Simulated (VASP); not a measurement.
# W (Im-3m) in VASP: notebook

One crystal, W, is run at these levels: RPBE, revPBE, BLYP; tasks: relaxation of cell and atoms.

Program: VASP 6.6.1. These are calculated values, not measurements. Logs are shortened: lines on timing, memory, paths and dates and some standing lists are left out, and cuts for length are marked.

## Step 1: Starting point

The structure is cubic, space group Im-3m (No. 229). The conventional cell has a = 3.165 Å, b = 3.165 Å, c = 3.165 Å, α = 90.00°, β = 90.00°, γ = 90.00°. W (site symmetry m-3m) has 8 W at 2.74 Å as nearest neighbours.

## Step 2: Relaxation of cell and atoms, RPBE

The input, INCAR:

```
ALGO = Fast
EDIFF = 1E-6
EDIFFG = -0.02
ENCUT = 600
GGA = RP
IBRION = 2
ISIF = 3
ISMEAR = -1
LASPH = T
LCHARG = F
LREAL = F
LWAVE = F
NELM = 60
NSW = 60
PREC = Accurate
SIGMA = 0.05
```

The input, KPOINTS:

```
k-points
0
Gamma
  12 12 12
```

The input, POSCAR:

```
W
1.0
   -1.5823450000      1.5823450000      1.5823450000
    1.5823450000     -1.5823450000      1.5823450000
    1.5823450000      1.5823450000     -1.5823450000
W
1
Direct
    0.0000000000      0.0000000000      0.0000000000
```

Potentials or basis: VASP PAW PBE potentials, release 64 (W_sv).

On the command line:

```
$ cat potpaw_PBE.64/W_sv/POTCAR > POTCAR
$ mpirun -np 1 vasp_std > vasp.out
```

OUTCAR:

```text
EDIFF = 1E-6
   EDIFFG = -0.02
   ENCUT = 600
   GGA = RP
   IBRION = 2
   ISIF = 3
   ISMEAR = -1
   LASPH = T
   LREAL = F
   NELM = 60
   NSW = 60
   PREC = Accurate

 ion  position               nearest neighbor table
   1  0.000  0.000  0.000-

  LATTYP: Found a body centered cubic cell.
 ALAT       =     3.1646900000

  Lattice vectors:

 A1 = (  -1.5823450000,   1.5823450000,   1.5823450000)
 A2 = (   1.5823450000,  -1.5823450000,   1.5823450000)
 A3 = (   1.5823450000,   1.5823450000,  -1.5823450000)

Analysis of symmetry for initial positions (statically):
=====================================================================
 Subroutine PRICEL returns:
 Original cell was already a primitive cell.

 Routine SETGRP: Setting up the symmetry group for a
 body centered cubic supercell.

 Subroutine GETGRP returns: Found 48 space group operations
 (whereof 48 operations were pure point group operations)
 out of a pool of 48 trial point group operations.

The static configuration has the point symmetry O_h .

Analysis of symmetry for dynamics (positions and initial velocities):
=====================================================================
 Subroutine PRICEL returns:
 Original cell was already a primitive cell.

 Routine SETGRP: Setting up the symmetry group for a
 body centered cubic supercell.

 Subroutine GETGRP returns: Found 48 space group operations
 (whereof 48 operations were pure point group operations)
 out of a pool of 48 trial point group operations.

The dynamic configuration has the point symmetry O_h .

 Subroutine INISYM returns: Found 48 space group operations
 (whereof 48 operations are pure point group operations),
 and found     1 'primitive' translations

----------------------------------------------------------------------------------------

                                     Primitive cell

  volume of cell :      15.8476

  direct lattice vectors                    reciprocal lattice vectors
    -1.582345000  1.582345000  1.582345000     0.000000000  0.315986716  0.315986716
     1.582345000 -1.582345000  1.582345000     0.315986716  0.000000000  0.315986716
     1.582345000  1.582345000 -1.582345000     0.315986716  0.315986716  0.000000000

  length of vectors
     2.740701935  2.740701935  2.740701935     0.446872699  0.446872699  0.446872699

  position of ions in fractional coordinates (direct lattice)
     0.000000000  0.000000000  0.000000000

  ion indices of the primitive-cell ions
   primitive index   ion index
                 1           1

----------------------------------------------------------------------------------------

 KPOINTS: k-points

Automatic generation of k-mesh.
 Grid dimensions read from file:
 generate k-points for:   12   12   12

 Generating k-lattice:

  Cartesian coordinates                     Fractional coordinates (reciprocal lattice)
     0.000000000  0.026332226  0.026332226     0.083333333  0.000000000  0.000000000
     0.026332226  0.000000000  0.026332226     0.000000000  0.083333333  0.000000000
     0.026332226  0.026332226  0.000000000     0.000000000  0.000000000  0.083333333

  Length of vectors
     0.037239392  0.037239392  0.037239392

  Shift w.r.t. Gamma in fractional coordinates (k-lattice)
     0.000000000  0.000000000  0.000000000

 Subroutine IBZKPT returns following result:
 ===========================================

 Found     72 irreducible k-points:

 Following reciprocal coordinates:
            Coordinates               Weight
  0.000000  0.000000  0.000000      1.000000
  0.083333  0.000000  0.000000     12.000000
  0.166667  0.000000  0.000000     12.000000
  0.250000  0.000000  0.000000     12.000000
  0.333333  0.000000  0.000000     12.000000
  0.416667  0.000000  0.000000     12.000000
[... 16 lines left out ...]
  0.333333  0.083333  0.083333     24.000000
  0.416667  0.083333  0.083333     12.000000
 [... further k-points ...]
   k-points           NKPTS =     72   k-points in BZ     NKDIM =     72   number of bands    NBANDS=     11
   number of dos      NEDOS =    301   number of ions     NIONS =      1
   total plane-waves  NPLWV =  13824
   dimension x,y,z NGX =    24 NGY =   24 NGZ =   24
   dimension x,y,z NGXF=    48 NGYF=   48 NGZF=   48
   ions per type =               1
   NGX,Y,Z   is equivalent  to a cutoff of  14.56, 14.56, 14.56 a.u.
   NGXF,Y,Z  is equivalent  to a cutoff of  29.12, 29.12, 29.12 a.u.
 SYSTEM =  unknown system
   PREC   = accura    normal or accurate (medium, high low for compatibility)
   ISTART =      0    job   : 0-new  1-cont  2-samecut
   ICHARG =      2    charge: 1-file 2-atom 10-const
   ISPIN  =      1    spin polarized calculation?
   LNONCOLLINEAR =      F non collinear calculations
   LSORBIT =      F    spin-orbit coupling
   LASPH  =      T    aspherical Exc in radial PAW
   ENCUT  =  600.0 eV  44.10 Ry    6.64 a.u.   5.47  5.47  5.47*2*pi/ulx,y,z
   NELM   =     60;   NELMIN=  2; NELMDL= -5     # of ELM steps
   EDIFF  = 0.1E-05   stopping-criterion for ELM
   LREAL  =      F    real-space projection
   EDIFFG = -.2E-01   stopping-criterion for IOM
   NSW    =     60    number of steps for IOM
   IBRION =      2    ionic relax: 0-MD 1-quasi-New 2-CG
   NFREE  =      1    steps in history (QN), initial steepest desc. (CG)
   ISIF   =      3    stress and relaxation
   ISYM   =      2    0-nonsym 1-usesym 2-fastsym
   POTIM  = 0.5000    time-step for ionic-motion
   TEBEG  =    0.0;   TEEND  =   0.0 temperature during run
   PSTRESS=    0.0 pullay stress
   NELECT =      14.0000    total number of electrons
   NUPDOWN=      -1.0000    fix difference up-down
   EMIN   =  10.00;   EMAX   =-10.00  energy-range for DOS
   EFERMI =   0.00;   METHOD = LEGACY
   ISMEAR =    -1;   SIGMA  =   0.05  broadening in eV -4-tet -1-fermi 0-gaus
   EFERMI_NEDOS =   21; number of points for ismear=-14 and -15
   IALGO  =     68    algorithm
   IMIX   =      4    mixing-type and parameters
     AMIX     =   0.40;   BMIX     =  1.00
     AMIX_MAG =   1.60;   BMIX_MAG =  1.00
  volume/ion in A,a.u.               =      15.85       106.94
  Fermi-wavevector in a.u.,A,eV,Ry     =   1.570832  2.968442 33.572544  2.467512
  Thomas-Fermi vector in A             =   2.672506
   LORBIT       =      0    0 simple, 1 ext, 2 COOP (PROOUT), +10 PAW based schemes
   GGA     = RP    functional components
   LHFCALC =     F    Hartree Fock is set to
   AEXX    =    0.0000 exact exchange contribution
   IVDW    =     0    specifies the selected vdW correction
   LEPSILON=     F    determine dielectric tensor
   LRPA    =     F    only Hartree local field effects (RPA)
 conjugate gradient relaxation of ions
 non-spin polarized calculation
 RMM-DIIS sequential band-by-band and
  energy-cutoff  :      600.00
  volume of cell :       15.85
 maximum number of plane-waves:       543
 NGX is ok and might be reduce to    24
   NGX = 11   NGY = 11   NGZ = 11

--------------------------------------- Ionic step        1  -------------------------------------------

 number of electron      14.0000002 magnetization

 Free energy of the ion-electron system (eV)
  ---------------------------------------------------
  ext. energy  EPLUGINS =         0.00000000
  ---------------------------------------------------
  free energy    TOTEN  =       -12.39046082 eV

  energy without entropy =      -12.38588417  energy(sigma->0) =      -12.38817250

------------------------ aborting loop because EDIFF is reached ----------------------------------------

  FORCE on cell =-STRESS in cart. coord.  units (eV):
  Direction    XX          YY          ZZ          XY          YZ          ZX
  --------------------------------------------------------------------------------------
  -------------------------------------------------------------------------------------
  Total        1.0101297      1.0101297      1.0101297      0.0000000     -0.0000000      0.0000000
  in kB      102.1231452    102.1231452    102.1231452      0.0000000     -0.0000000      0.0000000
  external PRESSURE =     102.1231452 kB  Pullay stress =       0.0000000 kB
[... 20 lines left out ...]
  energy  without entropy=      -12.3858841706  energy(sigma->0) =      -12.38817250

--------------------------------------- Ionic step        2  -------------------------------------------

 number of electron      14.0000003 magnetization

 E-fermi :   9.4687     XC(G=0): -12.7947

 val. band max:        9.3898348546   @ k =   0.0833   0.0833   0.0000
 cond. band min:       9.4993192419   @ k =  -0.2500   0.3333   0.1667
 fundamental gap:      0.1094843874
 Fermi energy:         9.4686682434

 k-point     1 :       0.0000    0.0000    0.0000
  band No.  band energies     occupation
      1     -64.8586      2.00000
      2     -28.5804      2.00000
      3     -28.5804      2.00000
      4     -28.5804      2.00000
      5       0.7456      2.00000
      6       8.5581      2.00000
      7       8.5581      2.00000
      8       8.5581      2.00000
      9      11.5194      0.00000
     10      11.5194      0.00000
     11      23.7161      0.00000
[... 389 lines left out ...]
  energy  without entropy=      -12.4031480813  energy(sigma->0) =      -12.40507872

--------------------------------------- Ionic step        4  -------------------------------------------

 number of electron      14.0000002 magnetization

 Free energy of the ion-electron system (eV)
  ---------------------------------------------------
  ext. energy  EPLUGINS =         0.00000000
  ---------------------------------------------------
  free energy    TOTEN  =       -12.40704032 eV

  energy without entropy =      -12.40315148  energy(sigma->0) =      -12.40509590

 E-fermi :  10.9507     XC(G=0): -13.4047

 val. band max:       10.8554219192   @ k =   0.0833   0.0833   0.0000
 cond. band min:      10.9510606845   @ k =  -0.2500   0.3333   0.1667
 fundamental gap:      0.0956387652
 Fermi energy:        10.9506609267

 k-point     1 :       0.0000    0.0000    0.0000
  band No.  band energies     occupation
      1     -63.2058      2.00000
      2     -26.8090      2.00000
      3     -26.8090      2.00000
      4     -26.8090      2.00000
      5       1.6067      2.00000
      6       9.8881      2.00000
      7       9.8881      2.00000
      8       9.8881      2.00000
      9      13.2632      0.00000
     10      13.2632      0.00000
     11      25.4737      0.00000
[... 350 lines left out ...]
  FREE ENERGIE OF THE ION-ELECTRON SYSTEM (eV)
  ---------------------------------------------------
  free  energy   TOTEN  =       -12.4070403164 eV

  energy  without entropy=      -12.4031514848  energy(sigma->0) =      -12.40509590

 reached required accuracy - stopping structural energy minimisation
```

It took 26 s on 1 thread of Intel Xeon Platinum 8488C (Sapphire Rapids), shared host; peak memory 0.15 GiB.

What came out:

| Property | Result |
| --- | --- |
| Free energy | -12.4070 eV |
| Relaxed volume | 16.38 Å³/atom |
| Relaxed cell | a = 2.771 Å, b = 2.771 Å, c = 2.771 Å, α = 109.47°, β = 109.47°, γ = 109.47° |
| Space group after relaxing (to 0.05 Å) | Im-3m (No. 229) |
| Energy gained by relaxing | 16.6 meV/atom |
| Ionic steps | 4 |
| Pressure after relaxing | 0.0 GPa |
| Band gap on the k mesh | none (metal or under the smearing width) |

The path:
| step | energy change (eV) | largest force (eV/Å) | pressure (GPa) | volume (Å³) |
| --- | --- | --- | --- | --- |
| 1 | 0.0000 | 0.0000 | 10.21 | 15.85 |
| 2 | 0.1519 | 0.0000 | -25.78 | 18.28 |
| 3 | -0.0165 | 0.0000 | -0.42 | 16.40 |
| 4 | -0.0166 | 0.0000 | 0.02 | 16.38 |

Final structure:
```
W
1.0
    -1.59977    1.59977    1.59977
     1.59977   -1.59977    1.59977
     1.59977    1.59977   -1.59977
W
1
Direct
  0.00000 0.00000 0.00000
```

Levels at points of the mesh, in eV from the Fermi level:
| k point | band 5 | band 6 | band 7 | band 8 | band 9 | band 10 |
| --- | --- | --- | --- | --- | --- | --- |
| (0.00, 0.00, 0.00) | -9.34 | -1.06 | -1.06 | -1.06 | 2.31 | 2.31 |
| (0.50, 0.00, 0.00) | -5.95 | -3.30 | 0.65 | 2.19 | 3.13 | 5.97 |
| (0.50, 0.50, 0.50) | -5.46 | -5.46 | 5.04 | 5.04 | 5.04 | 8.08 |

Caveat: the PAW data sets were made with another functional, which shifts forces and pressure a little.

## Step 3: Relaxation of cell and atoms, revPBE

The input, INCAR:

```
  PREC = Accurate
  ENCUT = 600
  EDIFF = 1E-7
  ISMEAR = -1
  SIGMA = 0.05
  LREAL = F
  LASPH = T
  NELM = 80
  ALGO = Normal
  ISIF = 3
  LWAVE = F
  LCHARG = F
  GGA = RE
  IBRION = 2
  NSW = 40
  EDIFFG = -0.01
```

The input, KPOINTS:

```
regular mesh
0
Gamma
  12 12 12
```

POSCAR is that of step 2.

Potentials or basis: VASP PAW PBE potentials, release 64 (W_sv).

On the command line:

```
$ cat potpaw_PBE.64/W_sv/POTCAR > POTCAR
$ mpirun -np 1 vasp_std > vasp.out
```

Run time: 25 s. Hardware: 1 thread of Intel Xeon Platinum 8488C (Sapphire Rapids), shared host; peak memory 0.15 GiB.

Results (log left out):

| Quantity | Value |
| --- | --- |
| Free energy | -12.5171 eV |
| Relaxed volume | 16.32 Å³/atom |
| Relaxed cell | a = 2.768 Å, b = 2.768 Å, c = 2.768 Å, α = 109.47°, β = 109.47°, γ = 109.47° |
| Space group after relaxing (to 0.05 Å) | Im-3m (No. 229) |
| Energy gained by relaxing | 13.3 meV/atom |
| Ionic steps | 4 |
| Pressure after relaxing | 0.0 GPa |
| Band gap on the k mesh | none (metal or under the smearing width) |

The path:
| step | energy change (eV) | largest force (eV/Å) | pressure (GPa) | volume (Å³) |
| --- | --- | --- | --- | --- |
| 1 | 0.0000 | 0.0000 | 9.25 | 15.85 |
| 2 | 0.1285 | 0.0000 | -24.18 | 18.04 |
| 3 | -0.0133 | 0.0000 | -0.35 | 16.34 |
| 4 | -0.0133 | 0.0000 | -0.02 | 16.32 |

Final structure:
```
W
1.0
    -1.59793    1.59793    1.59793
     1.59793   -1.59793    1.59793
     1.59793    1.59793   -1.59793
W
1
Cartesian
  0.0000 0.0000 0.0000
```

Levels at points of the mesh, in eV from the Fermi level:
| k point | band 3 | band 4 | band 5 | band 6 | band 7 | band 8 | band 9 | band 10 | band 11 |
| --- | --- | --- | --- | --- | --- | --- | --- | --- | --- |
| (0.00, 0.00, 0.00) | -37.74 | -37.74 | -9.36 | -1.07 | -1.07 | -1.07 | 2.31 | 2.31 | 14.54 |
| (0.50, 0.00, 0.00) | -38.13 | -37.75 | -5.98 | -3.32 | 0.67 | 2.19 | 3.13 | 5.99 | 10.73 |
| (0.50, 0.50, 0.50) | -38.56 | -38.56 | -5.49 | -5.49 | 5.06 | 5.06 | 5.06 | 8.11 | 8.11 |

Caveat: the PAW data sets were made with another functional, which shifts forces and pressure a little. Zero-point motion and thermal expansion aren't in these numbers.

## Step 4: Relaxation of cell and atoms, BLYP

The input, INCAR:

```
SYSTEM = W
  PREC = Accurate
  ENCUT = 600
  EDIFF = 1E-7
  ISMEAR = -1
  SIGMA = 0.05
  LREAL = .FALSE.
  LASPH = .TRUE.
  NELM = 100
  ALGO = Fast
  ISIF = 3
  LWAVE = .FALSE.
  LCHARG = .FALSE.
  GGA = B5
  ALDAX = 1.0
  AGGAX = 1.0
  AGGAC = 1.0
  ALDAC = 0.0
  IBRION = 2
  NSW = 40
  EDIFFG = -0.01
```

The input, KPOINTS:

```
regular mesh
0
G
  12 12 12
  0 0 0
```

POSCAR is that of step 3.

On the command line:

```
$ cat potpaw_PBE.64/W_sv/POTCAR > POTCAR
$ mpirun -np 1 vasp_std > vasp.out
```

It took 46 s on 1 thread of Intel Xeon Platinum 8488C (Sapphire Rapids), shared host; peak memory 0.15 GiB.

Results (log left out):

```
Free energy                            : -11.2842 eV
Relaxed volume                         : 16.78 Å³/atom
Relaxed cell                           : a = 2.793 Å, b = 2.793 Å, c = 2.793 Å, α = 109.47°, β = 109.47°, γ = 109.47°
Space group after relaxing (to 0.05 Å) : Im-3m (No. 229)
Energy gained by relaxing              : 47.9 meV/atom
Ionic steps                            : 4
Pressure after relaxing                : -0.1 GPa
Band gap on the k mesh                 : none (metal or under the smearing width)
```

The path:
```csv
step,energy change (eV),largest force (eV/Å),pressure (GPa),volume (Å³)
1,0.0000,0.0000,17.44,15.85
2,0.3670,0.0000,-33.47,20.14
3,-0.0477,0.0000,-1.16,16.85
4,-0.0479,0.0000,-0.06,16.78
```

Final structure:
```cif
data_structure
_symmetry_space_group_name_H-M 'P 1'
_symmetry_Int_Tables_number 1
_cell_length_a 2.7934
_cell_length_b 2.7934
_cell_length_c 2.7934
_cell_angle_alpha 109.471
_cell_angle_beta 109.471
_cell_angle_gamma 109.471
_cell_volume 16.78
loop_
_atom_site_label
_atom_site_type_symbol
_atom_site_fract_x
_atom_site_fract_y
_atom_site_fract_z
_atom_site_occupancy
W1 W 0.00000 0.00000 0.00000 1
```

Levels at points of the mesh, in eV from the Fermi level:
```csv
k point,band 3,band 4,band 5,band 6,band 7,band 8,band 9,band 10,band 11
"(0.00, 0.00, 0.00)",-37.66,-37.66,-9.05,-1.16,-1.16,-1.16,2.14,2.14,14.63
"(0.50, 0.00, 0.00)",-38.02,-37.67,-5.79,-3.28,0.86,1.98,2.87,5.62,11.64
"(0.50, 0.50, 0.50)",-38.43,-38.43,-5.28,-5.28,4.73,4.73,4.73,8.08,8.08
```

Caveat: the PAW data sets were made with another functional, which shifts forces and pressure a little.

## Step 5: Summary

| level | gap on the mesh (eV) | pressure (GPa) | relaxed volume (Å³/atom) |
| --- | --- | --- | --- |
| RPBE | none | 0.0 | 16.38 |
| revPBE | none | 0.0 | 16.32 |
| BLYP | none | -0.1 | 16.78 |

Alike in all rows: task relaxation of cell and atoms; potentials or basis VASP PAW PBE potentials, release 64 (W_sv); no spin polarisation; cell relaxed; k mesh 12 × 12 × 12; cutoff (eV) 600; smearing fermi-dirac 0.05 eV.

Caveats: the PAW data sets were made with another functional, which shifts forces and pressure a little.

Total energies depend on the potentials used, so only differences within one code and one set of settings carry meaning.
